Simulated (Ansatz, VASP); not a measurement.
**Two plane-wave programs on W**

```
CELL_PARAMETERS angstrom
-1.58480 1.58480 1.58480
1.58480 -1.58480 1.58480
1.58480 1.58480 -1.58480
ATOMIC_POSITIONS crystal
W 0.00000 0.00000 0.00000
```

Alike in both runs: task single point; functional r2SCAN; k mesh 5 × 5 × 5; occupations fermi-dirac, width 0.1 eV; no spin polarisation.

|  | VASP | Ansatz |
| --- | --- | --- |
| version | VASP 6.6.1 | Ansatz 0.2.0 |
| potentials or method | VASP PAW PBE potentials, release 64 (W_sv) | plane waves (500 eV) with PAW, scalar-relativistic |
| plane-wave cutoff (eV) | 520 | 500 |
| valence electrons in the cell | 14 | 14 |

```tsv
	VASP	Ansatz	Ansatz less VASP
pressure (GPa)	0.4	-0.8	-1.16
```

Caveats: the k mesh is coarse (spacing up to 0.56 Å⁻¹), so the values aren't converged; the PAW data sets were made with another functional, which shifts forces and pressure a little (VASP). The runs have no spin-orbit coupling, so splittings on W are missing.
